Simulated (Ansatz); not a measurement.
# Relaxing TiSi in the zincblende type

First guess:

```xyz
2
Lattice="0.0000 2.9490 2.9490 2.9490 0.0000 2.9490 2.9490 2.9490 0.0000" Properties=species:S:1:pos:R:3 pbc="T T T"
Ti    0.0000    0.0000    0.0000
Si    1.4745    1.4745    1.4745
```

Computed with DFT, PBE, PAW with Ansatz's default frozen-core files, scalar-relativistic in Ansatz 0.2.0.

Cell and atoms relax within the symmetry of the start on a 12×12×12 k mesh with 0.05 eV Fermi–Dirac smearing.

The start is built from a prototype, known or not as a phase of this compound; the cutoff is 420 eV.

(1) What is the pressure of the first guess?

(2) What does it relax to?

(3) How much energy does the relaxation release?

## Answers

(1) -3.05 GPa.

(2) a = 5.791 Å, b = 5.791 Å, c = 5.791 Å, α = 90.00°, β = 90.00°, γ = 90.00° (conventional cell), 24.27 Å³ per atom:
Space group F-43m (No. 216). a = 5.791 Å, b = 5.791 Å, c = 5.791 Å, α = 90.00°, β = 90.00°, γ = 90.00°
```json
{"atom": "Ti", "site": "4a", "symmetry": "-43m", "x": "0.0000", "y": "0.0000", "z": "0.0000"}
{"atom": "Si", "site": "4d", "symmetry": "-43m", "x": "0.2500", "y": "0.2500", "z": "0.7500"}
```

(3) 13 meV/atom.
